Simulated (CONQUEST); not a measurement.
The system is Ru.

```xyz
4
Lattice="2.7058 0.0000 0.0000 0.0000 4.2819 0.0000 0.0000 0.0000 4.6866" Properties=species:S:1:pos:R:3 pbc="T T T"
Ru    0.0000    3.2114    1.5622
Ru    1.3529    3.2114    3.9055
Ru    0.0000    1.0705    3.1244
Ru    1.3529    1.0705    0.7811
```

* Program: CONQUEST 1.3
* Task: single point
* Functional: PBEsol
* Potentials or basis: PseudoDojo NC PBEsol, DZP, grid cutoff 120 Ha
* k mesh: 10 × 6 × 6
* Occupations: fermi-dirac, width 0.05 eV
* Spin: no spin polarisation

On this cell: pressure -1.2 GPa; largest force 0.025 eV/Å; band gap on the k mesh none (metal or under the smearing width).

The same run follows on a disturbed copy (atoms moved at random, drawn with an rms of 0.05 Å):

```
Ru
1.0
     2.70580    0.00000    0.00000
     0.00000    4.28190    0.00000
     0.00000    0.00000    4.68658
Ru
4
Direct
  0.00766 0.74518 0.33618
  0.50767 0.74518 0.83618
  0.01964 0.24367 0.66079
  0.51964 0.24367 0.16079
```

What changes?

The energy (extrapolated to zero smearing) moves by +5.8 meV/atom; pressure -1.3 GPa; largest force 0.410 eV/Å; band gap on the k mesh none (metal or under the smearing width).

Forces on the atoms (eV/Å):
```
Ru   0.239 -0.109 -0.316
Ru   0.239 -0.109 -0.316
Ru  -0.238  0.083  0.318
Ru  -0.238  0.083  0.318
```

Stress tensor (GPa, compression positive):
```
-1.86 -0.03  0.63
-0.03 -1.84  0.06
 0.63  0.06 -0.14
```

The forces don't sum to zero, so they hold noise of the program's grid.

Caveats: the box holds several primitive cells, so bands are folded and the points are those of the box's own zone; the basis of atomic orbitals isn't converged, which shifts pressures, moduli and gaps.
